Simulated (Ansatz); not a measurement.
**Lattice dynamics at Γ of CuI (NiAs type)**

Perturbation theory with PBEsol in the PAW code Ansatz on the PBEsol cell, ground state and force constants on a 6×6×4 mesh. All values are calculated for a non-magnetic cell, which may be hypothetical.

It is hexagonal, P6_3/mmc (No. 194); a = 4.117 Å, c = 6.052 Å in the conventional setting, 22.21 Å³ an atom. Cu is surrounded by 6 I at 2.82 Å; I is surrounded by 6 Cu at 2.82 Å.

```cif
data_structure
_symmetry_space_group_name_H-M 'P 1'
_symmetry_Int_Tables_number 1
_cell_length_a 4.1172
_cell_length_b 4.1172
_cell_length_c 6.0515
_cell_angle_alpha 90.000
_cell_angle_beta 90.000
_cell_angle_gamma 120.000
_cell_volume 88.84
loop_
_atom_site_label
_atom_site_type_symbol
_atom_site_fract_x
_atom_site_fract_y
_atom_site_fract_z
_atom_site_occupancy
Cu1 Cu 0.00000 0.00000 0.00000 1
Cu2 Cu 0.00000 0.00000 0.50000 1
I1 I 0.33333 0.66667 0.25000 1
I2 I 0.66667 0.33333 0.75000 1
```

Optical modes without the longitudinal term (negative means imaginary):
```json
{"ω (cm⁻¹)": "-68", "degeneracy": "1", "IR intensity, summed over the level ((D/Å)²/amu)": "3.64"}
{"ω (cm⁻¹)": "4", "degeneracy": "1", "IR intensity, summed over the level ((D/Å)²/amu)": "0.00"}
{"ω (cm⁻¹)": "39", "degeneracy": "2", "IR intensity, summed over the level ((D/Å)²/amu)": "0.00"}
{"ω (cm⁻¹)": "42", "degeneracy": "2", "IR intensity, summed over the level ((D/Å)²/amu)": "7.18"}
{"ω (cm⁻¹)": "73", "degeneracy": "2", "IR intensity, summed over the level ((D/Å)²/amu)": "0.00"}
{"ω (cm⁻¹)": "132", "degeneracy": "1", "IR intensity, summed over the level ((D/Å)²/amu)": "0.00"}
```

One optical level at Γ is imaginary (68i cm⁻¹, printed negative). The program warns that the force constants, and all that is formed from them, aren't settled on this k mesh, so whether the cell is unstable needs a finer one. Of the real levels 1 is infrared active, the strongest at 42 cm⁻¹.

The electronic dielectric tensor ε∞ is 11.84 along x and y, 12.37 along z. Born charges, averaged over directions: Cu +1.82, I -1.82 e.

For comparison, on the r2SCAN cell the mean ε∞ is 11.17 with PBE (ground state on 6×6×4; least gap 0.48 eV).

Spin-orbit coupling is left out, which matters wherever the heavy atoms make up the band edges.
